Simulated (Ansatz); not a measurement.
## Every step of a relaxation of Ge (beta tin type)

DFT, PBE, PAW with Ansatz's default frozen-core files, scalar-relativistic (Ansatz 0.2.0); a Γ-centred 17×17×17 k mesh, Fermi–Dirac smearing of 0.1 eV, no spin polarisation. The run relaxes shape and atoms at held volume.

Command: `ansatz run input.yaml --threads 1 --pin off --max-ram 2048MiB --backend cpu --events-out ev --progress --plain --runs-dir out` It took 29 s on 1 thread of Arm Neoverse V1, with other jobs on the host, peak memory 0.41 GiB.

PAW: frozen-core files, cutoff 420 eV; forces are relaxed below 0.005 eV/Å.

Each step lists its free energy a cell above the last geometry, the pressure, the cell vectors (Å), and Cartesian positions (Å) with forces (eV/Å).

The first step:

```
step 1  dF = 8.57 meV  P = 236.2 GPa
  cell -2.0639 2.0639 1.1333  2.0639 -2.0639 1.1333  2.0639 2.0639 -1.1333
  Ge 0.0000 -1.0320 -0.2833   0.0000 0.0000 0.0000
  Ge 0.0000 1.0320 0.2833   0.0000 0.0000 0.0000
```

Problem. Where does the relaxation end, and by which steps?

Solution. After 4 geometries, with conventional a, b, c = 4.150, 4.150, 2.242 Å, at 9.655 Å³/atom and 236.0 GPa in space group I4_1/amd, with a shortest distance of 2.150 Å. The further steps:
```
step 2  dF = 1.39 meV  P = 236.1 GPa
  cell -2.0708 2.0708 1.1258  2.0708 -2.0708 1.1258  2.0708 2.0708 -1.1258
  Ge 0.0000 -1.0354 -0.2814   0.0000 0.0000 0.0000
  Ge 0.0000 1.0354 0.2814   0.0000 0.0000 0.0000
step 3  dF = 0.03 meV  P = 236.0 GPa
  cell -2.0758 2.0758 1.1204  2.0758 -2.0758 1.1204  2.0758 2.0758 -1.1204
  Ge 0.0000 -1.0379 -0.2801   0.0000 0.0000 0.0000
  Ge 0.0000 1.0379 0.2801   0.0000 0.0000 0.0000
step 4  dF = 0.00 meV  P = 236.0 GPa
  cell -2.0752 2.0752 1.1211  2.0752 -2.0752 1.1211  2.0752 2.0752 -1.1211
  Ge 0.0000 -1.0376 -0.2803   0.0000 0.0000 0.0000
  Ge 0.0000 1.0376 0.2803   0.0000 0.0000 0.0000
step 5  dF = 0.02 meV  P = 236.0 GPa  (same geometry on a basis chosen anew; earlier energies don't compare to the last digit)
  cell -2.0752 2.0752 1.1211  2.0752 -2.0752 1.1211  2.0752 2.0752 -1.1211
  Ge 0.0000 -1.0376 -0.2803   0.0000 0.0000 0.0000
  Ge 0.0000 1.0376 0.2803   0.0000 0.0000 0.0000
```
